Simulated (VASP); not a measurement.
Wanted: the native input for a VASP 6.6.1 run.

| Item | Value |
| --- | --- |
| Task | relaxation of cell and atoms |
| Functional | PBE |
| Potentials or basis | VASP PAW PBE potentials, release 64 (Rh_pv) |
| Cutoff | 600 eV |
| k mesh | 7 × 7 × 7 |
| Occupations | methfessel-paxton, width 0.05 eV |
| Spin | no spin polarisation |
| Dipole correction | no |
| Further INCAR settings | ALGO = Fast; EDIFF = 1e-07; IBRION = 2; EDIFFG = -0.03; NSW = 80; ISIF = 3 |

The structure of Rh lies in POSCAR:

```
Rh
1.0
    2.5343867704      0.0000000000      0.0000000000
    0.0000000000      2.5343867704      0.0000000000
    0.0000000000      0.0000000000      2.5343867704
Rh
1
Direct
    0.0000000000      0.0000000000      0.0000000000
```

The cell was built by a generator and needn't be a form met in nature.

These files were run (other wordings do the same):

INCAR

```
ALGO = Fast ; EDIFF = 1E-7
EDIFFG = -0.03 ; ENCUT = 600
GGA = PE ; IBRION = 2
ISIF = 3 ; ISMEAR = 1
LASPH = True ; LCHARG = False
LREAL = False ; LWAVE = False
NELM = 100 ; NSW = 80
PREC = Accurate ; SIGMA = 0.05
```

KPOINTS

```
k-points
0
Gamma
  7 7 7
```

Potentials or basis: VASP PAW PBE potentials, release 64 (Rh_pv).

Command:

```bash
$ cat potpaw_PBE.64/Rh_pv/POTCAR > POTCAR
$ mpirun -np 1 vasp_std > vasp.out
```

It gave:

The pressure after relaxing is -0.1 GPa and the band gap on the k mesh is none (metal or under the smearing width).

Caveat: the relaxation stopped at its first step, so nothing moved.

It took 2.6 s on 1 thread of Intel(R) Xeon(R) 6975P-C (Granite Rapids) (shared host), peak memory 0.12 GiB.
